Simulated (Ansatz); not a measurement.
# Elastic response of random fluorite-type (Ti, Ce, Zr, Sn, Hf)O2 solid solution (96 atoms): runs compared

How stiff is random fluorite-type (Ti, Ce, Zr, Sn, Hf)O2 solid solution (96 atoms), and how do its levels respond to strain?

Computed with Ansatz 0.2.0: Kohn-Sham DFT, PBE, PAW (set soft_2), plane waves.

In doubt: a part-filled 4f shell, where there is one, can sit in one of many states, so energies may not be the lowest and differences between runs may mislead; derivatives with an open 4f shell can jump between states, which bears on forces and vibrations.

## (1) The cell as built

The cell holds 96 atoms: 6 Ce, 64 O, 6 Hf, 8 Ti, 6 Sn and 6 Zr. Cell: a = 10.180 Å, b = 10.180 Å, c = 10.180 Å, α = 90.0°, β = 90.0°, γ = 90.0°. It derives from TiO2 and CeO2, HfO2, ZrO2 and SnO2. Fluorite-type lattice (a = 5.09 Å, the mean of the end members), 2 x 2 x 2 cells, metal sites filled at random with 8 Ti, 6 Ce, 6 Zr, 6 Sn, 6 Hf; not relaxed, displaced by a Gaussian of 0.02 Å.

What the set-up can't give: Only the Γ point is sampled. The levels lack spin–orbit coupling, which is large for the heavy elements here.

## (2) The reference run

The reference is a single point at the end of the relaxation.

Every strained cell starts from the geometry of this run, and its atoms are relaxed with the cell held.

Its input, with most atom lines left out:

```yaml
crystal:
  lattice:
    - [10.21028, 0.00701, 0.0423]
    - [0.00701, 10.88037, -0.00928]
    - [0.0423, -0.00928, 10.34006]
  atoms:
    - { symbol: Ce, position: [0.00054, 0.00358, 0.00184], spin: -1.0 }
    - { symbol: O, position: [0.10399, 0.18147, 0.09082] }
    - { symbol: O, position: [0.37502, 0.41562, 0.3962] }
    - { symbol: Hf, position: [0.99736, 0.25748, 0.23822] }
    - { symbol: O, position: [0.16566, 0.32445, 0.3211] }
    - { symbol: O, position: [0.36725, 0.08095, 0.17157] }
    - { symbol: Ti, position: [0.27059, 0.97066, 0.26765] }
    [... atom lines 8 to 96 left out ...]
magnetization:
  spin_polarized: true
kpoints:
  mp_grid: { grid: [1, 1, 1] }
hamiltonian:
  xc: pbe
scf:
  occupations: { method: fermi_dirac, width: 0.025 }
  lower_state_search: "off"
output:
  forces: true
  stress: true
  populations: true
  dos:
    method: { smearing: { sigma: 0.1 } }
    de: 0.1
    projected: { site_lists: { Ce: [Ce], Hf: [Hf], O: [O], Sn: [Sn], Ti: [Ti] } }
  eigenvalues: true
  write_density: true
  write_potential: true
  volumetric_format: npy
  elf: true
```

| Quantity | Value |
| --- | --- |
| free energy per atom | -2619.4278 eV/atom |
| r.m.s. force component | 0.00381 eV/Å |
| pressure | 0.003543 GPa |
| total moment | 0 μB |

Filled and empty levels are parted by 1.78 eV at Γ alone; the mesh holds the band edges only if they fold onto it, so the gap at this level can be narrower or closed.

## (3) The runs

Each row is one run, on 4 threads of Intel Xeon 6975P-C (Granite Rapids), shared host. The free energy is the program's total, comparable only between runs with the same functional, potentials and atoms.

```tsv
run	atoms	outcome	ionic steps, all passes	free energy (eV)	time	host memory (GiB)
Single point at the start	96	converged	-	-251443.318	27 s	3.1
Cell and atoms relaxed	96	converged	31	-251465.069	10 min	3.5
Single point at the relaxed geometry	96	converged	-	-251465.069	59 s	3.5
Volume -3 %	96	converged	9	-251464.564	3.5 min	3.4
Volume +3 %	96	converged	7	-251464.664	3.4 min	3.6
Volume -6 %	96	converged	19	-251463.337	6.7 min	3.3
Volume +6 %	96	converged	10	-251463.532	4 min	3.6
Volume -10 %	96	converged	14	-251458.874	4.7 min	3.2
```

In some runs the program notes that starting moments were not kept and the SCF threshold is loose for the stress.

## (4) Pressure against volume

Atoms are relaxed at each volume, in the scaled cell.

```tsv
volume change (%)	volume (Å³/atom)	energy change (meV/atom)	pressure (GPa)	largest move on relaxing (Å)	bonds	gap (eV)
-10	10.769	64.53	19.94	0.67	225	2.16
-6	11.247	18.04	10.72	0.85	223	2.05
-3	11.606	5.26	4.67	0.14	222	1.91
+0	11.965	0.00	0.00	-	219	1.78
+3	12.324	4.22	-3.79	0.14	217	1.67
+6	12.683	16.00	-6.61	0.28	212	1.60
```

## (5) Findings

The bulk modulus, from the slope of pressure against ln V over the three points nearest the relaxed volume, is 141 GPa; a quadratic over all points gives a pressure derivative of about 6.5. The count of bonds runs from 212 to 225 over the series, so at some points contacts cross the cutoffs. At -10 % and -6 % some atom moved by over 0.5 Å on relaxing, so those points may sit in another local minimum. The gap goes from 2.16 eV at the smallest volume to 1.60 eV at the largest, -3.6 eV per unit of ln V by a straight line, on the run's k-points.

**Limits.** Strains are finite and relaxations stop at the force tolerance of the input, which can leave moduli too stiff; they are those of a static cell at zero temperature. Volumes are changed with the cell's shape held, so in an anisotropic solid the modulus lies over the one under free hydrostatic load. The program notes that the SCF threshold of the relaxations is loose for the stress. In the spin-polarised runs the search for a state of lower energy was switched off. The run was spin polarised, started with 4 moments up and 2 down in a pattern of our own, ending at 0.0 μB in the cell; the starting moments vanished. The host structure and its lattice constant were typed by rule, without a check against the phase diagram. The title names the fluorite type, whose metal atoms have 8 neighbours, but here they have 6.8 on average by the page's cutoffs, so the cell has left that structure.

The DFT runs together took 34 min of wall time.

[Logs are printed without paths, hosts, clocks, repeated set-up lines and the standing remarks that a program may print on its own settings, such as how far it seeks lower states.]

[Hosts, paths, dates, database ids (printed as entryN), source tags and the programs' standing remarks are cut or masked in the printed files.]
